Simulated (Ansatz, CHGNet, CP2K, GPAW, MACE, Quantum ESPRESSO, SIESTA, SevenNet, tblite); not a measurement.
# BeSe(110)/BP(110) interface (50 atoms) in GPAW, part 2 of 2

How do the settings of GPAW change the result for BeSe(110)/BP(110) interface (50 atoms)? A plane-wave run serves as the yardstick.

Program: GPAW 26.7.0; the method stands at each step. Banners, paths, timers and routine set-up lines are dropped from the logs unmarked, and long logs keep their key lines alone; longer cuts are marked.

So far. Step 3 (PBE, LCAO szp(dzp), h 0.2 Å): Against the first run (14 %), the force difference from the reference is 33 %, at 0.91 times the CPU time, with 405 basis functions against 578: the smaller basis costs accuracy. Step 4 (PBE, LCAO dzp, h 0.25 Å): Against the first run (14 %), the force difference from the reference is 14 %, at 0.59 times the CPU time: the change moves forces by 27 meV/Å r.m.s., so most of the difference comes from elsewhere.

## (5) PBE, LCAO sz(dzp), h 0.2 Å

Method: Kohn-Sham DFT, PBE, PAW, atomic orbitals (sz(dzp)).

The input, run.py:

```python
import numpy as np
from ase.io import read
from gpaw import GPAW, FermiDirac

atoms = read("structure.xyz")
atoms.calc = GPAW(
    mode="lcao",
    basis="sz(dzp)",
    h=0.2,
    xc="PBE",
    kpts={"size": (1, 1, 1), "gamma": True},
    occupations=FermiDirac(0.05),
    maxiter=200,
    symmetry={"point_group": False},
    txt="gpaw.txt",
)
energy = atoms.get_potential_energy(force_consistent=True)
forces = atoms.get_forces()
print(f"energy {energy:.6f} eV")
print("forces (eV/A)")
for i, (a, f) in enumerate(zip(atoms, forces)):
    print(f"{i:4d} {a.symbol:2s} {f[0]:10.5f} {f[1]:10.5f} {f[2]:10.5f}")
print(f"Fermi level {atoms.calc.get_fermi_level():.4f} eV")
for k in range(len(atoms.calc.get_ibz_k_points())):
    for s in range(atoms.calc.get_number_of_spins()):
        e = atoms.calc.get_eigenvalues(kpt=k, spin=s)
        n = np.searchsorted(e, atoms.calc.get_fermi_level())
        print(f"k {k} spin {s} levels about the Fermi level:", np.round(e[max(n - 6, 0):n], 4).tolist(), "|", np.round(e[n:n + 6], 4).tolist())
```

The input, structure.xyz:

```xyz
50
Lattice="6.29400 0.00000 0.00000 0.00000 8.90100 0.00000 0.00000 0.00000 13.07122" Properties=species:S:1:pos:R:3 pbc="T T T"
[... 50 atom lines left out: the same atoms as in the first run ...]
```

Started as:

```sh
> OMP_NUM_THREADS=1 python run.py > output.txt
```

Output:

```text
energy -176.243130 eV
forces (eV/A)
   0 Be    0.40352   -0.65928   -2.70573
   1 Se   -1.01413    0.39364   -1.27855
   2 Be   -0.69456    0.43836   -0.85932
   3 Se    0.03383    0.61600   -0.00071
   4 Be    0.71053   -0.85624    1.30028
   5 Se    0.41014    0.52569   -1.65209
[...]
47 P    -0.04178   -0.02730    0.49766
  48 B     0.00425    0.58335   -0.58144
  49 P     0.51812   -0.97340    1.65971
Fermi level 7.7860 eV
k 0 spin 0 levels about the Fermi level: [6.6483, 6.7624, 7.2645, 7.595, 7.7213, 7.781] | [7.8141, 7.8254, 7.9488, 8.3626, 8.5743, 8.9345]
```

gpaw.txt:

```text
Input parameters:
  mode=LCAO(),
  basis={'default': 'sz(dzp)'},
  h=0.2,
  kpts=MonkhorstPack(size=(1, 1, 1), gamma=True),
  maxiter=200,
  occupations=Occupations(name='fermi-dirac', width=0.05, fixmagmom=False),
[... lines left out ...]
  Fermi-Dirac:
[... lines left out ...]
convergence criteria:
- Maximum [total energy] change in last 3 cyles: 0.0005 eV / valence electron
[... lines left out ...]
Converged in 21 steps
[... lines left out ...]
  Free energy:    -176.243130
[... lines left out ...]
Fermi level: 7.786
[... lines left out ...]
|        ... |               |           |
|        123 |        13.122 |     0.000 |
Gap: 0.033 eV
Transition (v -> c):
  (s=0, k=0, n=99, [0.00, 0.00, 0.00]) -> (s=0, k=0, n=100, [0.00, 0.00, 0.00])
No difference between direct/indirect transitions
Force computation time: 2.675  # s
timing:  # [seconds]
  Total:  41.800  # ━━━━━━━━━━━━━━━━━━━━━━━━━━━━━━━━━━━━━━━━━━━━━━━━━━━━━━━━━
  Init:    3.995  # ━━━━━╸
  SCF:    35.106  # ━━━━━━━━━━━━━━━━━━━━━━━━━━━━━━━━━━━━━━━━━━━━━━━━
  Forces:  2.675  # ━━━╸
```

The job ended after 43 s (1 thread of Intel Xeon Platinum 8559C (Emerald Rapids), shared host; peak memory 0.58 GiB).

Numbers from this run, and their distance from the reference:

| Quantity | Value |
| --- | --- |
| r.m.s. force component | 1.189 eV/Å |
| r.m.s. difference of force components | 641.3 meV/Å |
| longest difference of force vectors | 2120 meV/Å |
| force difference over r.m.s. force | 67.27 % |
| slope of forces against the reference's | 1.051 |
| correlation of force components | 0.8431 |

This is a coarse setting, run to see what it loses.

Against the first run (14 %), the force difference from the reference is 67 %, at 0.43 times the CPU time, with 173 basis functions against 578: the smaller basis costs accuracy.

## (6) PBE, LCAO dzp, h 0.2 Å, other mixer settings

Method: Kohn-Sham DFT, PBE, PAW, atomic orbitals (dzp).

Changes to run.py since step 5:

```diff
@@ -2,3 +2,3 @@
 from ase.io import read
-from gpaw import GPAW, FermiDirac
+from gpaw import GPAW, FermiDirac, Mixer
 
@@ -7,3 +7,3 @@
     mode="lcao",
-    basis="sz(dzp)",
+    basis="dzp",
     h=0.2,
@@ -12,2 +12,3 @@
     occupations=FermiDirac(0.05),
+    mixer=Mixer(0.03, 7, 100),
     maxiter=200,
```

structure.xyz is that of step 5.

Output:

```text
energy -242.357011 eV
forces (eV/A)
   0 Be   -0.13504   -0.20455   -1.41315
   1 Se   -0.46733    0.04988   -0.64859
   2 Be   -0.53309    0.14509   -0.67488
   3 Se    0.17138    0.24938   -0.08044
   4 Be    0.02568   -0.63047    1.06954
   5 Se    0.07562    0.14997   -1.05621
[...]
47 P    -0.26679    0.11862    0.58657
  48 B    -0.00883   -0.85621   -1.09327
  49 P     0.23897    0.48598    1.79183
Fermi level 6.7071 eV
k 0 spin 0 levels about the Fermi level: [5.7049, 5.9766, 6.2603, 6.3389, 6.5853, 6.6902] | [6.7514, 6.7801, 6.9091, 7.1352, 7.4335, 7.7046]
```

gpaw.txt:

```text
Input parameters:
  mode=LCAO(),
  basis={'default': 'dzp'},
  h=0.2,
  kpts=MonkhorstPack(size=(1, 1, 1), gamma=True),
  maxiter=200,
[... lines left out ...]
  occupations=Occupations(name='fermi-dirac', width=0.05, fixmagmom=False),
[... lines left out ...]
  Fermi-Dirac:
[... lines left out ...]
convergence criteria:
- Maximum [total energy] change in last 3 cyles: 0.0005 eV / valence electron
[... lines left out ...]
Converged in 26 steps
[... lines left out ...]
  Free energy:    -242.357011
[... lines left out ...]
Fermi level: 6.707
[... lines left out ...]
|        ... |               |           |
|        123 |        10.641 |     0.000 |
Gap: 0.061 eV
Transition (v -> c):
  (s=0, k=0, n=99, [0.00, 0.00, 0.00]) -> (s=0, k=0, n=100, [0.00, 0.00, 0.00])
No difference between direct/indirect transitions
Force computation time: 10.593  # s
timing:  # [seconds]
  Total:  143.168  # ━━━━━━━━━━━━━━━━━━━━━━━━━━━━━━━━━━━━━━━━━━━━━━━━━━━━━━━━
  Init:     4.782  # ━━
  SCF:    127.768  # ━━━━━━━━━━━━━━━━━━━━━━━━━━━━━━━━━━━━━━━━━━━━━━━━━━
  Forces:  10.593  # ━━━━
```

The job ended after 2.4 min (1 thread; peak memory 0.71 GiB).

Compared with the plane-wave run:

```yaml
r_m_s_force_component: 0.9885 eV/Å
r_m_s_difference_of_force_components: 134.3 meV/Å
longest_difference_of_force_vectors: 446.9 meV/Å
force_difference_over_r_m_s_force: 14.09 %
slope_of_forces_against_the_reference_s: 1.028
correlation_of_force_components: 0.9911
energy_less_the_same_level_run_s: 0 meV/atom
r_m_s_force_difference_from_the_same_level_run: 3.754 meV/Å
```

Against the first run (14 %), the force difference from the reference is 14 %, at 1.4 times the CPU time (26 SCF steps against 17): another solver or mixer reaches the same state.

## (7) All runs compared

Differences are against the plane-wave reference, forces as r.m.s. over components; share is that over the reference's r.m.s. force, slope the least-squares factor from reference forces to these. Total energies of different programs have different zeros and aren't compared.

```tsv
run	Δ force, r.m.s. (meV/Å)	share (%)	slope	cores	CPU time	memory (GiB)
reference	-	-	-	4	11 s	0.9
GPAW PBE, LCAO dzp, h 0.2 Å	134	14.0	1.028	1	100 s	0.75
GPAW PBE, LCAO szp(dzp), h 0.2 Å (coarse)	314	32.9	1.028	1	91 s	0.72
GPAW PBE, LCAO dzp, h 0.25 Å (coarse)	134	14.1	1.030	1	59 s	0.45
GPAW PBE, LCAO sz(dzp), h 0.2 Å (coarse)	641	67.3	1.051	1	43 s	0.58
GPAW PBE, LCAO dzp, h 0.2 Å, other mixer settings	134	14.1	1.028	1	2.4 min	0.71
```

Rows marked coarse were listed beforehand as settings not expected to be converged; some can still land near the reference.

CPU time is summed over cores on a shared host, where runs went side by side, so it is rough. Symmetry, cutoffs, thresholds, outputs and thread counts weren't matched or tuned between programs; memory under MPI is the largest rank's times the ranks.

Within one program, basis, potentials and functional, energies share a zero. Each run against its twin at the usual cutoff or grid and solver:

```tsv
run	twin	Δ energy (meV/atom)	Δ force, r.m.s. (meV/Å)	CPU time over the twin's
GPAW PBE, LCAO dzp, h 0.25 Å	LCAO dzp, h 0.2 Å	56.4	27.2	0.59
GPAW PBE, LCAO dzp, h 0.2 Å, other mixer settings	LCAO dzp, h 0.2 Å	0	3.75	1.4
```

## (8) Summary of results

| Property | Result |
| --- | --- |
| nearest in forces | a tie at 14 % of 3 runs: GPAW PBE, LCAO dzp, h 0.2 Å; GPAW PBE, LCAO dzp, h 0.25 Å (coarse); GPAW PBE, LCAO dzp, h 0.2 Å, other mixer settings |

What this shows: The PBE runs in local orbitals, coarse settings apart, differ by 14 % in each run; basis, grid and potentials can all enter. Runs with settings chosen to be coarse differ by 14 % (GPAW PBE, LCAO dzp, h 0.25 Å) to 67 % (GPAW PBE, LCAO sz(dzp), h 0.2 Å), their programs' other errors included. None of the electronic-structure runs in the table takes under half the reference's CPU time of 11 s; they take 4.0 to 13 times as much. The potentials hold different valence shells: 290 electrons in the reference, 200 in GPAW; this bears on time and differences. The reference's stress is far from hydrostatic: its diagonal is 9.2, 1.3, -4.1 GPa, compression counted positive. The host structure and its lattice constant were typed by rule, without a check against the phase diagram. The reference's pressure of 2.1 GPa belongs to a cell and atoms that aren't relaxed at this level. The electronic-structure runs sample only Γ, in a cell whose shortest periodic width is 6 Å, which is coarse for a cell with partly filled levels.

[Also dropped from logs without a mark: logging warnings of Python, and SIESTA's first energy breakdown and zero terms.]

[Logs are printed without paths, hosts, clocks, repeated set-up lines and the standing remarks that a program may print on its own settings, such as how far it seeks lower states.]

[Hosts, paths, dates, database ids (printed as entryN), source tags and the programs' standing remarks are cut or masked in the printed files.]
